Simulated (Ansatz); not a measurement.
# SrTiO3: band gap under strain

How does strain move the band edges of SrTiO3 built on the cubic perovskite prototype, and do the functionals agree on it? States: -2.0 % biaxial strain in x and y, free along z; -1.0 % biaxial strain in x and y, free along z; +1.0 % biaxial strain in x and y, free along z.

Program: Ansatz 0.2.0. PAW datasets, plane waves. Spin-unpolarised throughout; all numbers are computed.

## (1) Starting point

The unstrained cell was relaxed with r2SCAN; in each strained cell the atoms were relaxed again with r2SCAN. Names of k-points are those of the unstrained zone, where strain can split equivalent points. First state: -2.0 % biaxial strain in x and y, free along z.

It is tetragonal, P4/mmm (No. 123); a = 3.829 Å, c = 3.958 Å in the conventional setting, 11.60 Å³ an atom. Sr has 12 O at 2.71–2.75 Å; Ti has 6 O at 1.91–1.98 Å; O has 2 Ti at 1.98 Å and 4 Sr at 2.71 Å; O has 2 Ti at 1.91 Å and 4 Sr at 2.75 Å.

The structure in full:

```xyz
5
Lattice="3.8287 0.0000 0.0000 0.0000 3.8287 0.0000 0.0000 0.0000 3.9580" Properties=species:S:1:pos:R:3 pbc="T T T"
Sr    0.0000    0.0000    0.0000
Ti    1.9144    1.9144    1.9790
O     1.9144    1.9144    0.0000
O     1.9144    0.0000    1.9790
O     0.0000    1.9144    1.9790
```

From earlier runs on the unstrained cell: PBE 1.88 eV, r2SCAN 2.26 eV, HSE06 3.32 eV, r2SCAN+SOC 2.24 eV; a = 3.907 Å.

## (2) -2.0 % biaxial strain in x and y, free along z: PBE

Contents of input.yaml:

```yaml
crystal:
  lattice:
    - [3.8287144715, 0.0, 0.0]
    - [0.0, 3.8287144715, 0.0]
    - [0.0, 0.0, 3.9579665992]
  atoms:
    - { symbol: Sr, position: [0.0, 0.0, 0.0] }
    - { symbol: Ti, position: [0.5, 0.5, 0.5] }
    - { symbol: O, position: [0.5, 0.5, 0.0] }
    - { symbol: O, position: [0.5, 0.0, 0.5] }
    - { symbol: O, position: [0.0, 0.5, 0.5] }
kpoints:
  mp_grid: { grid: [6, 6, 6] }
  band_path:
    path: [[0.0, 0.0, 0.0], [0.0, 0.5, 0.0], [0.5, 0.5, 0.0], [0.5, 0.5, 0.5]]
    npoints: 1
hamiltonian:
  xc: pbe
scf:
  occupations: { method: fermi_dirac, width: 0.02 }
  n_extra_bands: 5
output:
  forces: true
  stress: true
  eigenvalues: true
```

Command:

```console
$ ansatz run input.yaml --threads 2 --pin off --max-ram 29491MiB --backend cpu --events-out ev --progress --plain --runs-dir out
```

After this run come: -2.0 % biaxial strain in x and y, free along z: r2SCAN; -2.0 % biaxial strain in x and y, free along z: HSE06; -2.0 % biaxial strain in x and y, free along z: r2SCAN+SOC; -2.0 % biaxial strain in x and y, free along z: r2SCAN; -1.0 % biaxial strain in x and y, free along z: PBE; -1.0 % biaxial strain in x and y, free along z: r2SCAN; -1.0 % biaxial strain in x and y, free along z: HSE06; -1.0 % biaxial strain in x and y, free along z: r2SCAN+SOC; -1.0 % biaxial strain in x and y, free along z: r2SCAN; +1.0 % biaxial strain in x and y, free along z: PBE; +1.0 % biaxial strain in x and y, free along z: r2SCAN; +1.0 % biaxial strain in x and y, free along z: HSE06; +1.0 % biaxial strain in x and y, free along z: r2SCAN+SOC; +1.0 % biaxial strain in x and y, free along z: r2SCAN.

Before running it: what results should come out?

**Answer**, as computed:

Least gap in eV (negative: overlap), with the change from the unstrained cell in brackets:

```
                                         state  volume change (%)           PBE        r2SCAN         HSE06
-2.0 % biaxial strain in x and y, free along z               -2.7  1.86 (-0.02)  2.25 (-0.01)  3.33 (+0.01)
-1.0 % biaxial strain in x and y, free along z               -1.4  1.87 (-0.01)  2.26 (+0.00)  3.33 (+0.01)
+1.0 % biaxial strain in x and y, free along z               +1.4  1.83 (-0.05)  2.20 (-0.06)  3.26 (-0.06)
```

In words: With HSE06, of the states in the table +1.0 % biaxial strain in x and y, free along z shifts the gap most, by -0.056 eV. PBE and HSE06 differ by 1.44 eV on the unstrained gap, and by at most 0.03 eV on its change.
